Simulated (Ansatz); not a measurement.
**Deforming SnO2**

```yaml
crystal:
  lattice:
    - [4.73735, 0.00000, 0.00000]
    - [0.00000, 4.73735, 0.00000]
    - [0.00000, 0.00000, 3.18640]
  atoms:
    - { symbol: Sn, position: [0.00000, 0.00000, 0.00000] }
    - { symbol: Sn, position: [0.50000, 0.50000, 0.50000] }
    - { symbol: O, position: [0.30562, 0.30562, 0.00000] }
    - { symbol: O, position: [0.19438, 0.80562, 0.50000] }
    - { symbol: O, position: [0.69438, 0.69438, 0.00000] }
    - { symbol: O, position: [0.80562, 0.19438, 0.50000] }
```

Atom numbers follow the list: Sn1, Sn2, O3, O4, O5, O6.

The conventional cell has a = 4.737 Å, b = 4.737 Å, c = 3.186 Å, α = 90.00°, β = 90.00°, γ = 90.00°. Sn (atom 1) has 6 O at 2.05 to 2.06 Å as nearest neighbours. O (atom 3) is surrounded by 3 Sn at 2.05 to 2.06 Å.

Structure: COD 2101853, as refined from experiment and not relaxed.

Spin–orbit coupling is left out, though it moves levels of the heavy atoms by tenths of an eV or more.

These are results of Ansatz 0.2.0, DFT, LDA, all-electron PAW with datasets made for the crystal, scalar-relativistic, not measurements.

Numerical set-up: a Γ-centred 4×4×6 k mesh, Fermi–Dirac smearing of 0.03 eV, cutoff 460 eV (chosen by the program for this cell), no spin polarisation.

The unchanged cell is at -0.91 GPa.

x, y and z are the Cartesian axes of the cell as listed; fractional coordinates follow a strain, and an engineering shear is twice the off-diagonal strain component.

Vzz stands for the principal value of largest size of the field-gradient tensor, whatever its axis.

No spin–orbit coupling: at heavy atoms the gradients can be off by tens of per cent for that reason.

(1) One change gave: energy change +7 meV/atom; stress change (xx, yy, zz, yz, xz, xy) 0.27, 0.27, 0.28, 2.32, 2.32, 4.16 GPa, compression positive; change of the force on O3 (0.035, 0.035, -0.229) eV/Å; Vzz in 10²¹ V/m²: Sn1 5.69 → 6.25 (η = 0.27), Sn2 5.69 → -7.70 (η = 0.83), O3 -10.39 → -10.39 (η = 0.08), O4 -10.39 → -10.38 (η = 0.16); gap on the k mesh 1.11 → 1.11 eV. Which change was it?
A. equal xy, yz and zx engineering shear strains of -2 %
B. equal xy, yz and zx engineering shear strains of +1 %
C. equal xy, yz and zx engineering shear strains of +3 %

## Answers

(1) A. For equal xy, yz and zx engineering shear strains of +1 %: energy change +2 meV/atom; stress change (xx, yy, zz, yz, xz, xy) 0.07, 0.07, 0.07, -1.12, -1.12, -2.03 GPa, compression positive; change of the force on O5 (0.027, 0.027, -0.103) eV/Å; Vzz in 10²¹ V/m²: Sn1 5.69 → 5.42 (η = 0.91), Sn2 5.69 → 6.54 (η = 0.31), O3 -10.39 → -10.38 (η = 0.15), O4 -10.39 → -10.39 (η = 0.10); gap on the k mesh 1.11 → 1.11 eV. For equal xy, yz and zx engineering shear strains of +3 %: energy change +14 meV/atom; stress change (xx, yy, zz, yz, xz, xy) 0.60, 0.60, 0.58, -3.29, -3.29, -6.02 GPa, compression positive; change of the force on O3 (-0.097, -0.097, 0.297) eV/Å; Vzz in 10²¹ V/m²: Sn1 5.69 → -6.72 (η = 0.46), Sn2 5.69 → 10.53 (η = 0.19), O3 -10.39 → -10.38 (η = 0.19), O4 -10.39 → -10.40 (η = 0.05); gap on the k mesh 1.11 → 1.11 eV.
